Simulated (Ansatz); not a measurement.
## Cd under changes of volume

One of the cells (22.724 Å³/atom); the others are scaled copies at fixed shape and fractional positions:

```
Cd
1.0
    -1.78432    1.78432    1.78432
     1.78432   -1.78432    1.78432
     1.78432    1.78432   -1.78432
Cd
1
Direct
  0.00000 0.00000 0.00000
```

This isn't the form of Cd at room conditions, which is hcp.

| Item | Value |
| --- | --- |
| Program | Ansatz 0.2.0 |
| Functional | PBE |
| Potentials or basis | Ansatz PAW |
| Cutoff | 420 eV (not typed: the program's choice for these potentials) |
| k mesh | 10 × 10 × 10 |
| Occupations | fermi-dirac, width 0.05 eV |
| Spin | no spin polarisation |

```tsv
volume (Å³/atom)	energy over the lowest point (meV/atom)	pressure (GPa)
21.360	23.50	4.2
21.815	?	?
22.269	6.94	2.0
22.724	2.62	1.2
23.178	0.37	0.4
23.633	0.00	-0.3
24.087	1.43	-0.9
```

Q: What does the run at 21.815 Å³/atom give?

A: Energy over the lowest point 13.71 meV/atom; pressure 3.0 GPa.

Worked out: A Birch-Murnaghan fit of order 3 (a polynomial in V^(-2/3)) to the other rows has its minimum at 23.48 Å³/atom with B0 = V·E''(V) = 32 GPa and B' = 5.6. It gives 13.83 meV/atom at 21.815 Å³/atom, against the run's 13.71, and -dE/dV = 2.9 GPa, against 3.0.

Energies are extrapolated to zero smearing.
